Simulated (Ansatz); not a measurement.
KF built on the rocksalt prototype, relaxed with r2SCAN in Ansatz 0.2.0. Space group Fm-3m (No. 225), cubic; a = 5.318 Å in the conventional setting, 18.80 Å³ an atom. K has 6 F at 2.66 Å; F has 6 K at 2.66 Å.

The axes x, y and z are those of this cell:
```yaml
crystal:
  lattice:
    - [0.00000, 2.65896, 2.65896]
    - [2.65896, 0.00000, 2.65896]
    - [2.65896, 2.65896, 0.00000]
  atoms:
    - { symbol: K, position: [0.00000, 0.00000, 0.00000] }
    - { symbol: F, position: [0.50000, 0.50000, 0.50000] }
```

Unstrained: PBE gives a direct gap of 6.259 eV at Γ. r2SCAN gives a direct gap of 6.908 eV at Γ. HSE06 gives a direct gap of 8.263 eV at Γ. Meshes: PBE 8×8×8, r2SCAN 8×8×8, HSE06 6×6×6. Strains are changes of length per length. After each strain the atoms were relaxed again with r2SCAN within the symmetry that the strain leaves, so tilts or polar shifts that break it weren't tested; points keep the names that they have in the unstrained zone. Spin-unpolarised throughout; all numbers are computed.

Problem. Apply epitaxial +4.48 % in the plane normal to [111], free normal strain -5.02 %. How far does the gap move, against the unstrained cell?

Solution. PBE: the gap goes from 6.259 to 5.977 eV (-0.282 eV); with r2SCAN the top three valence levels at Γ, degenerate before, become 1+2 from the top over 77 meV. r2SCAN: the gap goes from 6.908 to 6.637 eV (-0.271 eV). HSE06: the gap goes from 8.263 to 7.969 eV (-0.294 eV). The r2SCAN energy rises by 10.9 meV an atom.

Problem. Apply uniaxial +2.65 % along x, other directions held. How far does the gap move, against the unstrained cell?

Solution. PBE: the gap goes from 6.259 to 6.105 eV (-0.154 eV); with r2SCAN the top three valence levels at Γ, degenerate before, become 2+1 from the top over 36 meV. r2SCAN: the gap goes from 6.908 to 6.752 eV (-0.156 eV). HSE06: the gap goes from 8.263 to 8.100 eV (-0.163 eV). The r2SCAN energy rises by 2.8 meV an atom.

Problem. One strain changed the r2SCAN stress by xx -1.24, yy -1.24, zz -1.24, xy -0.35, xz -0.35, yz -0.35 GPa (compression positive) and the gap by -0.217 eV (PBE), -0.217 eV (r2SCAN), -0.232 eV (HSE06). Which kind of strain was it, and roughly how large?

Solution. Uniaxial +3.83 % along [111], other directions held. The pattern of the stress gives the kind; the size needs the stiffness, so it is an estimate.

The meshes of the hybrids are coarse, so their gaps aren't converged to the digits shown.

The splittings at Γ are without spin-orbit coupling, which regroups them where it is of like size or larger.
